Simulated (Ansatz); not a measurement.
One crystal and one scan (energy against volume) at two levels, PBE (plane waves to 420 eV, PAW, scalar-relativistic; Ansatz, a quantum-chemistry and plane-wave program) and r2SCAN (plane waves to 500 eV, PAW, scalar-relativistic; Ansatz), each from its own relaxed cell and on its own mesh. The cell shown is that of PBE.

GeO$_{2}$ (rutile)

```
CELL_PARAMETERS angstrom
      4.48750     0.00000     0.00000
      0.00000     4.48750     0.00000
      0.00000     0.00000     2.90497
ATOMIC_POSITIONS crystal
  Ge 0.00000 0.00000 0.00000
  Ge 0.50000 0.50000 0.50000
  O  0.30714 0.30714 0.00000
  O  0.80714 0.19286 0.50000
  O  0.19286 0.80714 0.50000
  O  0.69286 0.69286 0.00000
```

E(V) scan at fixed shape, V₀ the volume above. The atoms relax within the cell's symmetry.

The energy includes the smearing's −TS. GeO2 was relaxed with its symmetry unable to fall. With the shape held, the modulus is that of even scaling; a crystal free to change shape is softer. Percentages come from the unrounded values. Both scans cover V/V₀ from 0.900 to 1.100.

| quantity | PBE | r2SCAN | PBE − r2SCAN |
|---|---|---|---|
| Lattice constant a (Å) | 4.488 | 4.411 | +0.077 (+1.7 %) |
| Lattice constant c (Å) | 2.905 | 2.870 | +0.035 (+1.2 %) |
| Relaxed volume (Å³/atom) | 9.75 | 9.31 | +0.44 (+4.8 %) |
| Band gap of the relaxed cell, no spin-orbit coupling (eV) | 1.23 | 2.51 | -1.28 (-51 %) |
| Pressure at the smallest volume (GPa) | 28.9 | 35.1 | -6.2 (-18 %) |
| Energy cost of the largest compression (meV/atom) | 79.3 | 92.1 | -12.8 (-14 %) |
| Energy cost of the largest expansion (meV/atom) | 53.1 | 62.2 | -9.1 (-15 %) |
| Bulk modulus at fixed cell shape B₀ (third-order Birch-Murnaghan fit) (GPa) | 211.1 | 258.1 | -47.0 (-18 %) |
| Pressure derivative B₀′ (fit) | 5.0 | 4.8 | +0.2 (+3 %) |
| Pressure for 5 % compression (fit) (GPa) | 12.3 | 15.0 | -2.7 (-18 %) |

PBE gives the higher value for: lattice constant a; lattice constant c; relaxed volume. PBE gives the lower value for: band gap of the relaxed cell, no spin-orbit coupling; pressure at the smallest volume; energy cost of the largest compression; energy cost of the largest expansion; bulk modulus at fixed cell shape B₀; pressure for 5 % compression. Neither level is exact: the differences show how much the result hangs on the functional.

ΔE (meV/atom), each from the relaxed starting cell of its own level:

```tsv
V/V₀	PBE	r2SCAN
0.900	79.3	92.1
0.920	48.6	56.5
0.940	26.2	30.5
0.960	11.2	13.0
0.980	2.7	3.1
1.000	0.0	0.0
1.020	2.5	2.9
1.040	9.5	11.1
1.060	20.6	24.1
1.080	35.3	41.3
1.100	53.1	62.2
```

(A scan under strain: stresses follow from slopes of the energy per volume, elastic moduli from its curvatures.)
